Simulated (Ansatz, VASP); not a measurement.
# One calculation of BiTe, two programs

```
CELL_PARAMETERS angstrom
0.00000 3.21329 3.21329
3.21329 0.00000 3.21329
3.21329 3.21329 0.00000
ATOMIC_POSITIONS crystal
Bi 0.00000 0.00000 0.00000
Te 0.50000 0.50000 0.50000
```

Change from the starting cell: volume scaled by 0.98, crystal datasets.

Alike in both runs: task electric field gradients; functional LDA; k mesh 10 × 10 × 10; occupations fermi-dirac, width 0.08 eV; no spin polarisation.

```csv
,VASP,Ansatz
version,VASP 6.6.1,Ansatz 0.2.0
potentials or method,"VASP PAW LDA potentials, release 64 (Bi_d, Te), cutoff 520 eV","all-electron PAW with datasets made for the crystal, scalar-relativistic"
```

|  | VASP | Ansatz | Ansatz less VASP |
| --- | --- | --- | --- |
| pressure (GPa) | -1.8 | -1.8 | -0.05 |
| Vzz of the field gradient on the site that differs most (V/Å²) | 0.0 | 0.0 | 0.00 |

Ansatz ran all-electron here, so the differences hold the error of VASP's frozen core and of both bases. Ansatz warned: «gradients_without_spin_orbit».
